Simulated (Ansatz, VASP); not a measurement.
## Two plane-wave programs on ZrSiO

```
CELL_PARAMETERS angstrom
3.27512 0.00000 0.00000
0.00000 3.27512 0.00000
0.00000 0.00000 7.25248
ATOMIC_POSITIONS crystal
Zr 0.50000 0.00000 0.30841
Zr 0.00000 0.50000 0.69159
Si 0.00000 0.00000 0.00000
Si 0.50000 0.50000 0.00000
O 0.50000 0.00000 0.61129
O 0.00000 0.50000 0.38871
```

The cell comes from a database or a generator and needn't be the stable form of this composition.

Alike in both runs: task single point; functional PBE; k mesh 8 × 8 × 4; occupations fermi-dirac, width 0.05 eV; no spin polarisation.

|  | VASP | Ansatz |
| --- | --- | --- |
| version | VASP 6.6.1 | Ansatz 0.2.0 |
| potentials or method | VASP PAW PBE potentials, release 64 (Zr_sv, Si, O) | Ansatz PAW |
| plane-wave cutoff (eV) | 520 | 420 |
| valence electrons in the cell | 44 | 44 |

VASP gave:

* gap on the k mesh at the Fermi level (eV): none
* pressure (GPa): 6.1
* largest component of the traceless stress (GPa): 0.13
* rms of the force components (eV/Å): 0.046

Question: What did Ansatz give for the same quantities?

Answer: gap on the k mesh at the Fermi level (eV): none; pressure (GPa): 6.0; largest component of the traceless stress (GPa): 0.04; rms of the force components (eV/Å): 0.050.

Atom by atom the forces differ by 0.009 eV/Å (rms over components). A gap of «none» marks a metal or a gap that the smearing closes.

Caveats: the pressure holds a Pulay correction of +0.3 GPa for the finite cutoff (Ansatz).
